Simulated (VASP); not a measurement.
The system is Bi2Se3 (Paraguanajuatite).

```
CELL_PARAMETERS angstrom
2.07150 1.19598 9.54533
-2.07150 1.19598 9.54533
0.00000 -2.39196 9.54533
ATOMIC_POSITIONS crystal
Bi 0.59920 0.59920 0.59920
Bi 0.40080 0.40080 0.40080
Se 0.78830 0.78830 0.78830
Se 0.21170 0.21170 0.21170
Se 0.00000 0.00000 0.00000
```

* Program: VASP 6.6.1
* Task: single point
* Functional: PBEsol
* Potentials or basis: VASP PAW PBE potentials, release 64 (Bi_d, Se)
* Cutoff: 520 eV
* k mesh: 8 × 8 × 8
* Occupations: fermi-dirac, width 0.05 eV
* Spin: no spin polarisation

On this cell: pressure -0.3 GPa; largest force 0.166 eV/Å; band gap on the k mesh 0.14 eV, direct.

The same run follows on a disturbed copy (atoms moved at random, drawn with an rms of 0.05 Å):

```
Bi Se
1.0
     2.07150    1.19598    9.54533
    -2.07150    1.19598    9.54533
     0.00000   -2.39196    9.54533
Bi Se
2 3
Direct
  0.59792 0.59798 0.59907
  0.40222 0.39696 0.39972
  0.79837 0.79320 0.77654
  0.21449 0.20833 0.21334
  0.99871 0.00463 0.99892
```

Problem. What does the disturbed cell give?

Solution. The energy moves by +4.0 meV/atom; pressure -0.4 GPa; largest force 0.406 eV/Å; band gap on the k mesh 0.27 eV, direct.

Forces on the atoms (eV/Å):
```
Bi   0.038 -0.029  0.403
Bi  -0.017  0.096  0.273
Se  -0.023 -0.152 -0.248
Se  -0.069  0.052 -0.247
Se   0.071  0.034 -0.180
```

Stress tensor (GPa, compression positive):
```
-0.20 -0.02  0.05
-0.02 -0.56 -0.40
 0.05 -0.40 -0.48
```

Caveats: the PAW data sets were made with another functional, which shifts forces and pressure a little; spin-orbit coupling is left out, which as a rule narrows the gap of such compounds by several tenths of an eV.

A k mesh can miss the band edges.
